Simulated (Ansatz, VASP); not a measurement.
## Mg in VASP and in Ansatz

INCAR

```
ALGO = Normal
EDIFF = 1E-6
ENCUT = 520
ISIF = 2
ISMEAR = -1
LASPH = True
LCHARG = False
LREAL = False
LWAVE = False
NBANDS = 9
NELM = 100
PREC = Accurate
SIGMA = 0.05
```

The input KPOINTS:

```
k-points
0
Gamma
  10 10 5
```

File POSCAR:

```
Mg
1.0
    3.2093000000      0.0000000000      0.0000000000
   -1.6046500000      2.7793353284      0.0000000000
    0.0000000000      0.0000000000      5.2103000000
Mg
2
Direct
    0.6666666667      0.3333333333      0.7500000000
    0.3333333333      0.6666666667      0.2500000000
```

The input input.yaml:

```yaml
crystal:
  lattice:
    - [3.2093, 0.0, 0.0]
    - [-1.60465, 2.7793353284, 0.0]
    - [0.0, 0.0, 5.2103]
  atoms:
    - { symbol: Mg, position: [0.6666666667, 0.3333333333, 0.75] }
    - { symbol: Mg, position: [0.3333333333, 0.6666666667, 0.25] }
hamiltonian:
  xc: lda
  pseudopotentials: { kind: paw }
kpoints:
  mp_grid: { grid: [10, 10, 5] }
  band_path:
    path:
      - [[0.0, 0.0, 0.0], [0.5, 0.0, 0.0], [0.3333333333, 0.3333333333, 0.0], [0.0, 0.0, 0.0], [0.0, 0.0, 0.5], [0.5, 0.0, 0.5], [0.3333333333, 0.3333333333, 0.5], [0.0, 0.0, 0.5]]
      - [[0.5, 0.0, 0.5], [0.5, 0.0, 0.0]]
      - [[0.3333333333, 0.3333333333, 0.0], [0.3333333333, 0.3333333333, 0.5]]
    npoints: 14
scf:
  occupations: { method: fermi_dirac, width: 0.05 }
  n_extra_bands: 6
output:
  forces: true
  stress: true
  eigenvalues: true
  fatbands: true
  write_density: true
  write_potential: true
  elf: true
  volumetric_format: npy
```

Alike in both runs: functional LDA; k mesh 10 × 10 × 5; occupations fermi-dirac, width 0.05 eV; no spin polarisation.

|  | VASP | Ansatz |
| --- | --- | --- |
| version | VASP 6.6.1 | Ansatz 0.2.0 |
| potentials or method | VASP PAW LDA potentials, release 64 (Mg) | Ansatz PAW |
| plane-wave cutoff (eV) | 520 | 420 |
| valence electrons in the cell | 4 | 20 |
| task | single point | band structure |

|  | VASP | Ansatz | Ansatz less VASP |
| --- | --- | --- | --- |
| gap on the k mesh at the Fermi level (eV) | none | none | - |
| pressure (GPa) | -2.7 | -2.4 | +0.32 |
| largest component of the traceless stress (GPa) | 0.87 | 0.88 | +0.006 |

A gap of «none» marks a metal or a gap that the smearing closes. The two sets of potentials don't hold the same shells in valence.

Caveats: the PAW data sets come from PBE, with cores solved anew for the run's functional, which leaves a small shift of forces and pressure (Ansatz).
